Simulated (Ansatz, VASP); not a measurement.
**TaN: VASP beside Ansatz**

```
Ta N
1.0
     0.00000    2.20079    2.17900
     2.20079    0.00000    2.17900
     2.20079    2.20079    0.00000
Ta N
1 1
Direct
  0.50000 0.50000 0.50000
  0.00000 0.00000 0.00000
```

Change from the starting cell: strain +0.0100 x Voigt [1, 1, 0, 0, 0, 0], atoms carried along.

Alike in both runs: task single point; functional PBEsol; k mesh 18 × 18 × 18; occupations gaussian, width 0.15 eV; no spin polarisation.

|  | VASP | Ansatz |
| --- | --- | --- |
| version | VASP 6.6.1 | Ansatz 0.2.0 |
| potentials or method | VASP PAW PBE potentials, release 64 (Ta_pv, N) | scalar-relativistic, plane waves, PAW |
| plane-wave cutoff (eV) | 520 | 420 |
| valence electrons in the cell | 16 | 18 |

VASP gave:

| Property | Result |
| --- | --- |
| gap on the k mesh at the Fermi level (eV) | none |
| pressure (GPa) | -1.7 |
| largest component of the traceless stress (GPa) | 4.12 |

Q: Which values does Ansatz return?

A: gap on the k mesh at the Fermi level (eV): none; pressure (GPa): -2.6; largest component of the traceless stress (GPa): 4.09.

A gap of «none» marks a metal or a gap that the smearing closes. The functional is the same, so the differences come from potentials, cutoffs and numerics. The two sets of potentials don't hold the same shells in valence.

Caveats: the PAW data sets were made with another functional, which shifts forces and pressure a little (VASP). Spin-orbit coupling is left out, which matters for the levels of Ta.
